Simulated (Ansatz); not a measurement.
TiO2:

```
Ti O
1.0
     2.96826    0.00000    0.00000
     0.00021    4.70761    0.00000
     1.48357    0.24235    7.08346
Ti O
3 6
Direct
  0.00337 0.00039 0.00070
  0.34464 0.48026 0.31696
  0.66171 0.52047 0.68450
  0.44004 0.18544 0.12854
  0.77793 0.29773 0.45188
  0.10124 0.30895 0.80624
  0.90650 0.69184 0.19517
  0.22941 0.70301 0.54951
  0.56803 0.81530 0.87283
```

The cell comes from a database or a generator and needn't be the stable form of this composition.

Base run:

| Item | Value |
| --- | --- |
| Program | Ansatz 0.2.0 |
| Functional | PBE |
| Potentials or basis | Ansatz PAW |
| Cutoff | 420 eV (not typed: the program's choice for these potentials) |
| k mesh | 7 × 4 × 3 |
| Occupations | fermi-dirac, width 0.05 eV |
| Spin | no spin polarisation |

Its results: band gap on the k mesh 2.30 eV, indirect (least direct gap 2.32 eV); pressure 3.7 GPa; largest force 0.119 eV/Å.

**Question.** The run is repeated on the same cell with these changes: functional from PBE to r2SCAN; cutoff from 420 eV (not typed: the program's choice for these potentials) to 500 eV (not typed: the program's choice for these potentials); k mesh from 7 × 4 × 3 to 9 × 6 × 4. What comes out?

**Answer.** Band gap on the k mesh 2.62 eV, indirect (least direct gap 2.68 eV); pressure -1.2 GPa; largest force 0.144 eV/Å.

Several settings changed at once, so the effect can't be laid on one alone.

Caveats: odd divisions of the mesh miss points on the zone boundary, where band edges often lie, so the gap on the mesh can be too wide (some runs); the PAW data sets come from PBE, with cores solved anew for the run's functional, which leaves a small shift of forces and pressure (some runs).
